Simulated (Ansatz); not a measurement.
A run of Ansatz 0.2.0 is set up as follows.

The input input.yaml:

```yaml
crystal:
  lattice:
    - [0.0, 1.89785, 1.89785]
    - [1.89785, 0.0, 1.89785]
    - [1.89785, 1.89785, 0.0]
  atoms:
    - { symbol: Rh, position: [0.0, 0.0, 0.0] }
hamiltonian:
  xc: pbe
  pseudopotentials: { kind: paw }
  dispersion: d4
kpoints:
  mp_grid: { grid: [12, 12, 12] }
scf:
  occupations: { method: fermi_dirac, width: 0.05 }
output:
  forces: true
  stress: true
  write_density: true
  write_potential: true
  elf: true
  volumetric_format: npy
relax:
  f_tol: 0.01
  max_steps: 40
  cell: { stress_tol: 0.05 }
```

Potentials or basis: Ansatz PAW.

Command:

```sh
$ ansatz run input.yaml --threads 2 --pin off --max-ram 5632MiB --backend cpu --events-out ev --progress --plain --runs-dir out
```

Problem. Estimate the space group after relaxing (to 0.05 Å).

Solution. Fm-3m (No. 225).

Problem. Estimate the relaxed volume.

Solution. 13.59 Å³/atom.

The path:
| step | energy change (eV) | largest force (eV/Å) | volume (Å³) |
| --- | --- | --- | --- |
| 1 | 0.0000 | 0.0000 | 13.67 |
| 2 | -0.0003 | 0.0000 | 13.52 |
| 3 | -0.0005 | 0.0000 | 13.59 |
| 4 | -0.0004 | 0.0000 | 13.59 |

Caveat: the plane-wave basis is chosen anew once the cell has moved, so the energies of steps on either side of that aren't comparable; pairwise dispersion overbinds metals, which lowers pressure and volume.
